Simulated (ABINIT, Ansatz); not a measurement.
# The equilibrium volume of Ge, sorted by core time

The structure is hexagonal, space group P6_3/mmc (No. 194). Conventional cell: a = 3.998 Å, b = 3.998 Å, c = 6.599 Å, α = 90.00°, β = 90.00°, γ = 120.00°. Around Ge (site symmetry 3m) lie 4 Ge at 2.45 to 2.47 Å.

This isn't the form of Ge at room conditions, which is diamond.

```tsv
rung	level	program and potentials	cutoff (eV)	k mesh	smearing	core time	chip	equilibrium volume (Å³/atom)	notes
GGA	PBEsol	Ansatz, Ansatz PAW	420	8 × 8 × 4	fermi-dirac 0.05	11 s	Intel Xeon	22.82	potentials made for PBE, which Ansatz adapts in part
LDA	LDA	Ansatz, Ansatz PAW	420	8 × 8 × 4	fermi-dirac 0.05	13 s	Intel Xeon	22.17	potentials made for PBE, which Ansatz adapts in part
GGA + dispersion	PBEsol+D4	Ansatz, Ansatz PAW	420	8 × 8 × 4	fermi-dirac 0.05	13 s	Intel Xeon	22.40	potentials made for PBE, which Ansatz adapts in part
GGA + dispersion	BLYP+D3(BJ)	Ansatz, Ansatz PAW	420	8 × 8 × 4	fermi-dirac 0.05	14 s	Intel Xeon	23.44	potentials made for PBE, which Ansatz adapts in part
GGA + dispersion	BLYP+D4	Ansatz, Ansatz PAW	420	8 × 8 × 4	fermi-dirac 0.05	15 s	Intel Xeon	(a)	potentials made for PBE, which Ansatz adapts in part
GGA + dispersion	PBEsol+D3(BJ)	Ansatz, Ansatz PAW	420	8 × 8 × 4	fermi-dirac 0.05	16 s	Intel Xeon	(b)	potentials made for PBE, which Ansatz adapts in part
GGA	BLYP	Ansatz, Ansatz PAW	420	8 × 8 × 4	fermi-dirac 0.05	18 s	Intel Xeon	25.42	potentials made for PBE, which Ansatz adapts in part
hybrid	PBE0	Ansatz, Ansatz PAW	420	6 × 6 × 4	fermi-dirac 0.05	2.7 min	AMD EPYC 7R13 Zen 3	22.86	potentials made for PBE, which Ansatz adapts in part
hybrid	HSE06	Ansatz, Ansatz PAW	420	6 × 6 × 4	fermi-dirac 0.05	2.7 min	AMD EPYC 7R13 Zen 3	22.94	potentials made for PBE, which Ansatz adapts in part
LDA	LDA	ABINIT, JTH PAW LDA v2.0	599	7 × 7 × 3	fermi-dirac 0.05	4.9 min	AMD EPYC 7R43 Zen 3	(c)	-
```

Times are single runs on shared hosts and different chips, so they are rough; meshes, cutoffs and the tasks' sizes weigh on the time. Task: relaxation of cell and atoms. All rows: no spin polarisation. Smearing widths are in eV. For a metal such meshes aren't converged. Meshes differ between rows, which moves values too. Meshes are those of the run's cell of 4 atoms unless a note names another. Relaxations start from the cell shown or near it and stop with a little pressure left. Runs on faulty files, with rough fits or with known faults for this quantity aren't shown. PBE isn't shown for this crystal. No row holds spin-orbit coupling.

Question: Estimate the values left out from the other rows.

Answer: (a) 23.61 Å³/atom; (b) 22.20 Å³/atom; (c) 22.23 Å³/atom.
